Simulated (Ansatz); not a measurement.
All numbers below come from DFT PBE, scalar-relativistic, plane waves, PAW (Ansatz 0.2.0). All cells share a 420 eV cutoff and Γ-centred k meshes spaced at most about 0.3 Å⁻¹ (about 0.25 or finer for metals, 2π included). No spin polarisation in the final relaxations.

All energies are static (0 K, no zero-point motion).

Two forms of Ti3Si2 were relaxed alike.

A.

```yaml
crystal:
  lattice:
    - [6.50029, 0.00000, 0.00000]
    - [-3.25015, 5.62942, 0.00000]
    - [0.00000, 0.00000, 4.46758]
  atoms:
    - { symbol: Ti, position: [0.89724, 0.59908, 0.75000] }
    - { symbol: Ti, position: [0.10276, 0.40092, 0.25000] }
    - { symbol: Ti, position: [0.70184, 0.10276, 0.75000] }
    - { symbol: Ti, position: [0.29816, 0.89724, 0.25000] }
    - { symbol: Ti, position: [0.40092, 0.29816, 0.75000] }
    - { symbol: Ti, position: [0.59908, 0.70184, 0.25000] }
    - { symbol: Si, position: [0.33333, 0.66667, 0.75000] }
    - { symbol: Si, position: [0.66667, 0.33333, 0.25000] }
    - { symbol: Si, position: [0.00000, 0.00000, 0.00000] }
    - { symbol: Si, position: [0.00000, 0.00000, 0.50000] }
```

B.

```yaml
crystal:
  lattice:
    - [4.30785, 0.00000, 0.00000]
    - [-2.15392, 3.73071, 0.00000]
    - [0.00000, 0.00000, 5.28565]
  atoms:
    - { symbol: Ti, position: [0.33333, 0.66667, 0.68239] }
    - { symbol: Ti, position: [0.66667, 0.33333, 0.31761] }
    - { symbol: Ti, position: [0.00000, 0.00000, 0.00000] }
    - { symbol: Si, position: [0.33333, 0.66667, 0.20075] }
    - { symbol: Si, position: [0.66667, 0.33333, 0.79925] }
```

**Question.** Which form is favoured at zero pressure, and by what margin per atom?

**Answer.** A is lower, by 14 meV/atom. A has space group P6_3/m (No. 176), 16.3 Å³/atom and no gap on its mesh; B has space group P-3m1 (No. 164), 17.0 Å³/atom and no gap. Counting Si atoms around Ti (those within 1.25 times the shortest such distance or 1.15 times the sum of covalent radii, 1.27 where that leaves under three; a slash parts the counts of unlike sites), A has Ti 5 and B has Ti 5/6. A holds Si–Si chains (shortest 2.23 Å); in B the shortest Si–Si distance is 3.27 Å. The denser one is the lower, and pressure would at first widen the difference. Both come from invented guesses.

For metals, differences of a few meV/atom aren't resolved. Cells relaxed within their symmetry can be saddle points.

The small preference for A probably reflects a trade between two kinds of bonding. Half of its silicon forms straight chains, while the rest, like all the silicon in B, is bonded essentially to titanium alone. B, a vacancy-ordered relative of the CsCl structure, gives some of its titanium an extra silicon neighbour but forgoes Si–Si bonding.

The chain contact of 2.23 Å is shorter than the single bond in elemental silicon. Since symmetry fixes it at half the c axis, it needn't signal multiple bonding: the Ti–Si framework may simply be compressing the chain. Strong Si–Si overlap and Ti 3d–Si 3p hybridisation would then jointly set the axis length, and the energy gained from the chains would be partly offset by repulsion within them. This suggests why such different bonding patterns end up only 14 meV/atom apart.

The ordering doesn't show that Ti3Si2 would form at all, as either structure must still compete with mixtures of the established titanium silicides, such as Ti5Si3 and Ti5Si4.
